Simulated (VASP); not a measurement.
# MgS, relaxation of the cell: which settings are enough?

MgS, Fm-3m (no. 225), 2 atoms in the cell. PBEsol; PAW potentials S, Mg (PBE set). VASP 6.6.1. The cell is changed on purpose: volume scaled by 1.1.

Wanted: cell volume within 0.2 %; lattice lengths within 0.1 %; shortest distances from each atom, periodic images included within 0.005 Å.

What the run is for: cell; Accuracy asked: standard.

The series start from Plane-wave cutoff (eV): 390; k-point mesh: 6 × 6 × 6; Relaxation passes: 2; Ionic threshold (EDIFFG): -0.005; Electronic threshold (eV): 1e-6; Precision mode (PREC): Accurate; Relaxation algorithm: IBRION=2 POTIM=0.5. Each series keeps the choices made before it, and each single choice may use up half of a tolerance. Times cover all steps of a run.

## Plane-wave cutoff (eV)

| Plane-wave cutoff (eV) | Cell volume (Å³) | Lattice lengths, largest deviation against the largest value | Shortest distances from each atom, periodic images included, largest deviation (Å) | Time (s) |
|---|---|---|---|---|
| 260 | 34.37 | 0.33 % | 0.0086 | 16 |
| 300 | 34.62 | 0.093 % | 0.0024 | 16 |
| 340 | 34.72 | 0.0055 % | 0.0001 | 14 |
| 390 | 34.71 | 0.0063 % | 0.0001 | 15 |
| 460 | 34.7 | 0.013 % | 0.0003 | 23 |
| 550 | 34.72 | 0.00055 % | 0.0000 | 27 |
| 690 (reference) | 34.72 | 0 % | 0.0000 | 36 |

Chosen: 340, the loosest value from which every tighter one stays within half of the tolerance.

## k-point mesh

| k-point mesh | Cell volume (Å³) | Lattice lengths, largest deviation against the largest value | Shortest distances from each atom, periodic images included, largest deviation (Å) | Time (s) |
|---|---|---|---|---|
| 3 × 3 × 3 | 35.45 | 0.71 % | 0.0184 | 12 |
| 4 × 4 × 4 | 34.89 | 0.17 % | 0.0045 | 13 |
| 5 × 5 × 5 | 34.76 | 0.046 % | 0.0012 | 15 |
| 6 × 6 × 6 | 34.72 | 0.013 % | 0.0003 | 14 |
| 7 × 7 × 7 | 34.71 | 0.0036 % | 0.0001 | 17 |
| 9 × 9 × 9 (reference) | 34.71 | 0 % | 0.0000 | 22 |

Chosen: 6 × 6 × 6.

## Relaxation passes

| Relaxation passes | Cell volume (Å³) | Lattice lengths, largest deviation against the largest value | Shortest distances from each atom, periodic images included, largest deviation (Å) | Time (s) |
|---|---|---|---|---|
| 1 | 34.72 | 0 % | 0.0000 | 13 |
| 2 | 34.72 | 0 % | 0.0000 | 14 |
| 3 (reference) | 34.72 | 0 % | 0.0000 | 20 |

Chosen: 1.

## Ionic threshold (EDIFFG)

| Ionic threshold (EDIFFG) | Cell volume (Å³) | Lattice lengths, largest deviation against the largest value | Shortest distances from each atom, periodic images included, largest deviation (Å) | Time (s) |
|---|---|---|---|---|
| -0.05 | 34.72 | 0 % | 0.0000 | 13 |
| -0.02 | 34.72 | 0 % | 0.0000 | 12 |
| -0.01 | 34.72 | 0 % | 0.0000 | 13 |
| -0.005 | 34.72 | 0 % | 0.0000 | 13 |
| -0.002 (reference) | 34.72 | 0 % | 0.0000 | 12 |

Chosen: -0.05.

## Electronic threshold (eV)

| Electronic threshold (eV) | Cell volume (Å³) | Lattice lengths, largest deviation against the largest value | Shortest distances from each atom, periodic images included, largest deviation (Å) | Time (s) |
|---|---|---|---|---|
| 0.0001 | 34.73 | 0.0055 % | 0.0001 | 9.4 |
| 1e-5 | 34.73 | 0.0057 % | 0.0001 | 9.5 |
| 1e-6 | 34.72 | 0.00082 % | 0.0000 | 13 |
| 1e-7 (reference) | 34.72 | 0 % | 0.0000 | 12 |

Chosen: 0.0001.

## Precision mode (PREC)

| Precision mode (PREC) | Cell volume (Å³) | Lattice lengths, largest deviation against the largest value | Shortest distances from each atom, periodic images included, largest deviation (Å) | Time (s) |
|---|---|---|---|---|
| Normal | 34.73 | 0.0011 % | 0.0000 | 7.3 |
| Accurate (reference) | 34.73 | 0 % | 0.0000 | 9.4 |

Chosen: Normal.

## Relaxation algorithm

| Relaxation algorithm | Cell volume (Å³) | Lattice lengths, largest deviation against the largest value | Shortest distances from each atom, periodic images included, largest deviation (Å) | Time (s) |
|---|---|---|---|---|
| IBRION=2 POTIM=0.5 | 34.73 | 0 % | 0.0000 | 7.3 |
| IBRION=2 POTIM=0.2 | 34.65 | 0.069 % | 0.0018 | 8.8 |
| IBRION=1 POTIM=0.5 | 34.79 | 0.061 % | 0.0016 | 7.5 |
| IBRION=1 POTIM=0.2 | 34.75 | 0.021 % | 0.0005 | 8.9 |

Chosen: IBRION=2 POTIM=0.5; no other choice that stays within half of the tolerance saves 30 % of the time.

## All choices together

| Input | Cell volume (Å³) | Lattice lengths, largest deviation against the largest value | Shortest distances from each atom, periodic images included, largest deviation (Å) | Time (s) |
|---|---|---|---|---|
| the program's defaults (naive) | 34.38 | 0.32 % | 0.0083 | 3.4 |
| chosen settings | 34.73 | 0.0096 % | 0.0003 | 7.3 |
| reference settings throughout | 34.72 | 0 % | 0.0000 | 71 |

The tolerance is met.

Values of the reference run: Lattice lengths: 3.662, 3.662, 3.662 Å; Shortest distances from each atom, periodic images included: 2.589, 2.589, 2.589, 2.589, 2.589, 2.589, 2.589, 2.589 Å.

## The input

INCAR.step1:
```
ALGO = Normal
EDIFF = 1E-4
EDIFFG = -0.05
EFERMI = MIDGAP
ENCUT = 340
GGA = PS
GGA_COMPAT = F
IBRION = 2
ISIF = 3
ISMEAR = 0
LASPH = T
LCHARG = F
LREAL = F
LWAVE = F
NELM = 120
NELMIN = 4
NSW = 80
POTIM = 0.5
PREC = Normal
SIGMA = 0.03
```

INCAR.step2, as INCAR.step1 but for:
```
- EDIFFG = -0.05
- IBRION = 2
- ISIF = 3
- NELMIN = 4
- NSW = 80
- POTIM = 0.5
+ ISIF = 2
```

KPOINTS:
```
Automatic mesh
0
Gamma
  6 6 6
  0 0 0
```

POSCAR.step1:
```
MgS
1.0
    0.0000000000      2.6856315624      2.6856315624
    2.6856315624      0.0000000000      2.6856315624
    2.6856315624      2.6856315624      0.0000000000
S Mg
1 1
Direct
    0.5000000000      0.5000000000      0.5000000000
    0.0000000000      0.0000000000      0.0000000000
```

Commands (each step's output is kept before the next begins):
```
cat potpaw_PBE.64/S/POTCAR potpaw_PBE.64/Mg/POTCAR > POTCAR
cp INCAR.step1 INCAR
cp POSCAR.step1 POSCAR
mpirun -np 1 vasp_std > vasp.out
cp CONTCAR POSCAR
cp INCAR.step2 INCAR
mpirun -np 1 vasp_std > vasp.out
```

The chosen input took VASP 6.6.1 7.3 s on 1 core (Intel Xeon Platinum 8259CL @ 2.50GHz (Skylake/Cascade Lake)), a shared host.
